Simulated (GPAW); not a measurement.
C in GPAW: convergence with density grid spacing (A)

Input of the first run (density grid spacing (A) 0.2); the others differ in this setting and in those tied to it:

The input run.py:

```python
from ase.dft.bandgap import bandgap
from ase.io import read, write
from ase.units import GPa
from gpaw import GPAW, PW

atoms = read('POSCAR')

calc = GPAW(mode=PW(800),
            h=0.2,
            xc='MGGA_X_R2SCAN+MGGA_C_R2SCAN',
            kpts={'size': (8, 8, 5), 'gamma': True},
            occupations={'name': 'fermi-dirac', 'width': 0.05},
            nbands=11,
            convergence={'density': 1e-05, 'energy': 1e-05},
            maxiter=100,
            txt='gpaw.txt')
atoms.calc = calc
energy = atoms.get_potential_energy()
forces = atoms.get_forces()
stress = atoms.get_stress()
calc.write('gs.gpw')
write('result.traj', atoms)
print(f'Energy: {energy:.6f} eV')
print('Forces (eV/A):')
print(forces.round(4))
print('Stress (GPa):', (stress / GPa).round(3))
print('Fermi level:', round(calc.get_fermi_level(), 4), 'eV')
print(f'Gap: {bandgap(calc)[0]:.4f} eV, direct: {bandgap(calc, direct=True)[0]:.4f} eV')
```

File POSCAR:

```
C
1.0
    2.1273203072     -1.2282824400      0.0000000000
    2.1273203072      1.2282824400      0.0000000000
   -1.3790696309      0.0000000000      3.5028300786
C
2
Direct
    0.1666444700      0.1666444700      0.9999069600
    0.8333555300      0.8333555300      0.0000930400
```

Potentials or basis: GPAW PAW data sets (gpaw-data 1.2.1), pw.

Launch:

```console
$ OMP_NUM_THREADS=1 python run.py
```

This is a stacking variant of graphite.

Hardware: 1 thread of Arm Neoverse V1, with other jobs on the host.

| density grid spacing (A) | energy less the tightest run, at zero smearing (meV/atom) | pressure (GPa) | SCF cycles | CPU time (s) | peak memory (GiB) |
| --- | --- | --- | --- | --- | --- |
| 0.24 | not converged | - | - | - | - |
| 0.2 | -0.16 | -0.43 | 9 | 28 | 0.17 |
| 0.17 | 0.08 | -0.49 | 9 | 38 | 0.17 |
| 0.15 | 0.06 | -0.50 | 9 | 68 | 0.17 |
| 0.13 | 0.06 | -0.50 | 9 | 64 | 0.18 |
| 0.11 | 0.02 | -0.50 | 9 | 130 | 0.19 |
| 0.09 | 0.00 | -0.50 | 9 | 210 | 0.22 |

Against the tightest run, the energy stays within 1 meV/atom from 0.2 on; the pressure stays within 0.1 GPa from 0.2 on. The tightest run that finished is the yardstick and may itself not be fully converged.

Caveat, for the tightest run too: the k mesh is coarse; the PAW data sets were made with another functional, which shifts forces and pressure a little; an odd mesh through Γ misses points on the zone boundary, where band edges often lie.
